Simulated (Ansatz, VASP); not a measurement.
**Re: VASP beside Ansatz**

```
Re
1.0
     2.76080    0.00000    0.00000
    -1.38040    2.39092    0.00000
     0.00000    0.00000    4.45820
Re
2
Cartesian
  0.0000 1.5939 1.1145
  1.3804 0.7970 3.3436
```

Alike in both runs: task relaxation of cell and atoms; functional LDA; k mesh 9 × 9 × 4; occupations gaussian, width 0.1 eV; no spin polarisation.

|  | VASP | Ansatz |
| --- | --- | --- |
| version | VASP 6.6.1 | Ansatz 0.2.0 |
| potentials or method | VASP PAW LDA potentials, release 64 (Re) | scalar-relativistic, plane waves, PAW |
| plane-wave cutoff (eV) | 600 | 420 |
| valence electrons in the cell | 14 | 30 |

Ansatz gave:

| Quantity | Value |
| --- | --- |
| gap on the k mesh at the Fermi level, each at its own relaxed structure (eV) | none |
| relaxed volume (Å³/atom) | 14.33 |
| relaxed cell length with the largest relative difference (Å) | 4.415 |
| energy change over the relaxation (meV/atom) | -13 |

Q: Which values does VASP return?

A: gap on the k mesh at the Fermi level, each at its own relaxed structure (eV): none; relaxed volume (Å³/atom): 14.39; relaxed cell length with the largest relative difference (Å): 4.423; energy change over the relaxation (meV/atom): -9.

A gap of «none» marks a metal or a gap that the smearing closes. The two sets of potentials don't hold the same shells in valence.

 LDA usually gives volumes a few per cent too small. The runs have no spin-orbit coupling, so splittings on Re are missing.
